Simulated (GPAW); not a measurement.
The system is MoS2.

```xyz
3
Lattice="3.2275 0.0000 0.0000 -1.6137 2.7951 0.0000 0.0000 0.0000 6.3125" Properties=species:S:1:pos:R:3 pbc="T T T"
Mo    0.0000    0.0000    3.1562
S     1.6137    0.9317    4.7008
S     0.0000    1.8634    1.6117
```

Measurements of this composition are mostly on another form, of space group No. 194.

- Program: GPAW 26.7.0
- Task: single point
- Functional: PBEsol
- Potentials or basis: PAW data sets generated in the run's folder for this functional
- Cutoff: 600 eV
- Basis: pw
- k mesh: 9 × 9 × 4
- Occupations: fermi-dirac, width 0.05 eV
- Spin: no spin polarisation

On this cell: pressure -3.5 GPa; largest force 0.020 eV/Å; band gap on the k mesh none (metal or under the smearing width).

The same run follows on a disturbed copy (atoms moved at random, drawn with an rms of 0.05 Å):

```
Mo S
1.0
     3.22746    0.00000    0.00000
    -1.61373    2.79507    0.00000
     0.00000    0.00000    6.31247
Mo S
1 2
Cartesian
  0.0102 -0.0511 3.1518
  1.5961 0.9007 4.7232
  -0.0311 1.9199 1.5943
```

Q: What does the disturbed cell give?

A: The energy (extrapolated to zero smearing) moves by +12.0 meV/atom; pressure -4.9 GPa; largest force 0.552 eV/Å; band gap on the k mesh none (metal or under the smearing width).

Forces on the atoms (eV/Å):
```
Mo  -0.253  0.367  0.260
S    0.051  0.133 -0.378
S    0.202 -0.500  0.117
```

Stress tensor (GPa, compression positive):
```
-4.77 -0.42 -0.65
-0.42 -6.57  2.71
-0.65  2.71 -3.39
```

Caveats: this functional lacks dispersion, which binds the layers, so the pressure and a relaxed spacing across them are unreliable (some runs).
